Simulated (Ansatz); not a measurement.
# Reading a calculation: RbCl (rocksalt structure)

**What was measured.** A cell as deposited of cubic RbCl (space group Fm-3m), temperature not stated, from the Crystallography Open Database (1969, doi:10.1177/000271625731300103), has a = 6.579 Å and 35.59 Å³/atom.

Computed with Ansatz (plane waves, PAW, 420 eV cutoff): PBEsol, scalar-relativistic, no spin polarisation, Γ-centred 8×8×8 mesh, 0.05 eV Gaussian smearing; PAW files: Ansatz's generated set soft_2.

The start was a prototype's sites filled with these elements; the Crystallography Open Database holds the compound in this structure.

The relaxed structure (symmetry read at 0.01 Å). The structure is cubic, space group Fm-3m (No. 225). The conventional cell has a = 6.543 Å, b = 6.543 Å, c = 6.543 Å, α = 90.00°, β = 90.00°, γ = 90.00°. Around Rb (site symmetry m-3m) lie 6 Cl at 3.27 Å. Cl (site symmetry m-3m) has 6 Rb at 3.27 Å as nearest neighbours. (Shells end 15 % past the nearest neighbour.)

**Question.** Should it be a metal or an insulator?

**Answer.** Formal charges Rb⁺, Cl⁻ balance and leave closed shells on every ion, so a band insulator is expected, and the gap is 4.90 eV.

**Question.** What kind of gap is it?

**Answer.** It is direct, 4.90 eV. Within 0.6 eV of the edges the projected states are 98 % Cl 3p at the top of the valence band and 81 % Rb 5s at the bottom of the conduction band. The lowest excitation takes an electron from Cl back to Rb, as in ionic insulators.

**Question.** What fixes the bond lengths?

**Answer.** Shannon's ionic radii give a check on the bond lengths: Rb⁺ with 6 neighbours 1.52 Å + Cl⁻ 1.81 Å = 3.33 Å against a computed mean of 3.27 Å. Sums and bonds agree within 3 %, so ion sizes set the bond lengths.

**Question.** How stiff is it, in energy terms?

**Answer.** B0·V0 = 16.5 GPa × 35.02 Å³ = 3.61 eV/atom sets the scale: near the minimum ΔE ≈ ½ B0 V0 x², with x = V/V0 − 1, and a pressure of 0.17 GPa squeezes the volume by about 1 %. At the ends of the curve: x = −4.0 % predicts 2.9 meV/atom and the run gives 3.1; x = +4.0 % predicts 2.9 meV/atom and the run gives 2.7. Compression costs more and expansion less than the parabola says, since the crystal stiffens as it shrinks; B0′ measures that.

**Question.** Which Debye temperature follows from the elastic moduli?

**Answer.** K = 16.5 GPa and G = 8.4 GPa (Hill). With a density of 2.867 g/cm³ (mean mass 60.5 u, 35.02 Å³/atom), K = 16.51 and G = 8.37 GPa from the unrounded constants, v_l = √((K + 4G/3)/ρ) = 3110 m/s and v_t = √(G/ρ) = 1710 m/s. The mean [(1/v_l³ + 2/v_t³)/3]^(−1/3) is 1900 m/s, and θ_D = (ħ/k_B)(6π²/V)^(1/3) v_m ≈ 170 K, with V the volume an atom.

All results together:

- Volume: 35.02 Å³/atom
- Band gap: 4.90 eV
- Smallest direct gap: 4.90 eV
- Formation energy from the elements (0 K, uncorrected): -1.99 eV/atom
- Bulk modulus (Birch–Murnaghan): 16.5 GPa
- Pressure derivative B0′: 5.2
- Shear modulus (Hill): 8.4 GPa
- Young's modulus: 21 GPa
- Poisson's ratio: 0.28
- Elastically stable: yes

**Against experiment.** PBEsol gives 6.543 Å and 35.02 Å³/atom, −1.6 % in volume (−0.5 % in length) from the database's cell. PBEsol was built to cure PBE's overestimate of volumes, and the static lattice lacks thermal expansion.

Kohn–Sham gaps of semilocal functionals lie under measured ones, often by a third or more.
